**Question.** The table lists energy levels of Ga$_2$O$_3$ at seven k points. Points a, b and c are the components of k along the reciprocal cell vectors. "Level under 1" is the highest filled level and "level over 1" the lowest empty one, both counted from the valence top. Measured to the nearest equivalent of gamma (k = 0), the points lie at these distances:

| point | 7 | 4 | 5 | 1 | 6 | 3 | 2 |
|---|---|---|---|---|---|---|---|
| distance $k$ (Å$^{-1}$) | 0 | 0.235 | 0.316 | 0.525 | 0.641 | 0.870 | 1.081 |

Energy levels of Ga$_2$O$_3$ (space group C2/m, 10-atom cell) at fixed geometry, computed with OpenMX 3.8.5 using PBE, the OpenMX 2013 PBE pseudopotentials and the standard atomic-orbital basis, without spin polarisation or spin-orbit coupling. The points belong to a gamma-centred 9×9×5 k mesh, and the zero of energy is the valence top on the whole mesh.

| point a (reciprocal cell vector) | point b (reciprocal cell vector) | point c (reciprocal cell vector) | level point (row) | level under 4 (eV) | level under 1 (eV) | level over 1 (eV) | level over 2 (eV) |
| --- | --- | --- | --- | --- | --- | --- | --- |
| -0.3333 | -0.2222 | 0.4000 | 1 | -0.889 | -0.074 | 4.793 | 6.027 |
| -0.3333 | 0.2222 | -0.4000 | 2 | -1.190 | -0.625 | 6.781 | 7.293 |
| -0.3333 | 0.3333 | 0.0000 | 3 | -0.865 | -0.061 | 5.971 | 6.196 |
| -0.2222 | -0.2222 | 0.0000 | 4 | -0.721 | -0.063 | 3.200 | 5.605 |
| -0.1111 | 0.0000 | 0.2000 | 5 | -0.885 | -0.275 | 3.614 | 6.142 |
| -0.1111 | 0.1111 | -0.4000 | 6 | -1.062 | -0.384 | 5.410 | 6.070 |
| 0.0000 | 0.0000 | 0.0000 | 7 | -0.709 | -0.012 | 2.508 | 5.825 |

Explain how the lowest empty level depends on $k$, why the highest filled level behaves so differently, and why points 3 and 2 need separate treatment.

**Model answer.** The lowest empty level rises with distance from gamma at every step, by 4.27 eV in all. The highest filled level moves through only 0.61 eV and keeps no such order: point 3 is far out yet close to the valence top, while point 5 is near gamma and lies lower. One band is steep and the other flat, and a single cause can account for both.

Chemistry suggests that the lowest empty band is made mainly of Ga 4s orbitals, with some O 2p mixed in against the bond. At gamma all the s orbitals have the same sign. An O 2p orbital then meets Ga neighbours of equal sign on both of its lobes, and the overlaps largely cancel. Away from gamma the signs shift from one Ga to the next, the cancellation fails, and the 2p level below pushes the s level up.

If the cancellation at gamma is taken as complete, the coupling between the two levels grows in proportion to $k$ at small $k$. Let $E$ be the rise above the value at gamma, $G$ the distance down to the 2p partner, and $c$ a constant that measures the coupling. Two levels that repel each other then obey

$$E\,(E+G)=c\,k^2 .$$

Close to gamma $E$ is much smaller than $G$, and the rise is a parabola, $E\approx ck^2/G$. Far from gamma $E$ exceeds $G$, and the rise becomes nearly linear in $k$.

For $G$ I take the direct gap at gamma, $2.508+0.012=2.52$ eV. Point 4 fixes the constant: its rise is $3.200-2.508=0.692$ eV, so $c=0.692\times(0.692+2.52)/0.235^2\approx 40$ eV$^2$ Å$^2$. Point 1 had no part in this and can serve as a test:

$$E=\tfrac12\left(\sqrt{2.52^2+4\times 40\times 0.525^2}-2.52\right)\approx 2.3\ \text{eV}.$$

The table gives $4.793-2.508=2.285$ eV. A parabola through the same point 4 would give 3.4 eV, so a band that rises alike in every direction has already left its parabolic limit here.

The same formula predicts points 5 and 6 to within 0.1 eV, but it overshoots the computed rise by 27 % at point 3 and by 33 % at point 2. This is where its small-$k$ assumption ends. The signs of neighbouring orbitals can become no more opposed than fully opposite, so the coupling must level off, and the band with it.

Point 3 also lies equally far from two reciprocal lattice points, which puts it on a zone boundary. Two branches of the conduction band should meet there and mix, and the two lowest empty levels are indeed the closest pair in the table, 0.225 eV apart. For two branches of equal energy, mixing lowers the bottom one by half that splitting, about 0.1 eV. If these two levels are the mixed pair, most of the 0.9 eV overshoot has another cause. The levelling coupling is a likely one, though the model also ignores any dependence on direction.

The flat valence top follows from the same picture. Six oxygen atoms supply eighteen 2p levels per cell, and those that couple strongly to Ga 4s are pushed down, away from the top. What remains on top should be mostly non-bonding and depend only weakly on $k$. Several such levels lie close together, the upper four within about 0.8 eV at each point, so which of them is on top can change with direction as well as distance. Point 2 needs more than such a change of order: its fourth-highest level lies at $-1.190$ eV, against $-0.709$ eV at gamma, so the whole group has moved down there.

**Remarks on the reasoning.** A good answer separates the bending of the band, which the numbers support, from its cause, which rests on orbital arguments. Direct hopping between Ga atoms would also make a band that bends over. The choice of $G$ is open to doubt too, because the 2p levels that really couple should lie below the valence top. With a partner 3 eV deeper, the overshoot at point 6 grows from 0.1 to 0.6 eV, unless the coupling already levels off there.

The contrast means light electrons and heavy holes. Estimated from point 4 alone, the electron mass near gamma is roughly 0.2 to 0.3 free-electron masses, depending on whether the repulsion formula or the parabola is used. These figures belong to the computed crystal: PBE makes the gap much too small, and the fixed cell is smaller than the one this setup would relax to, with a computed pressure of about 15 GPa. Both change $G$, and with it the mass.
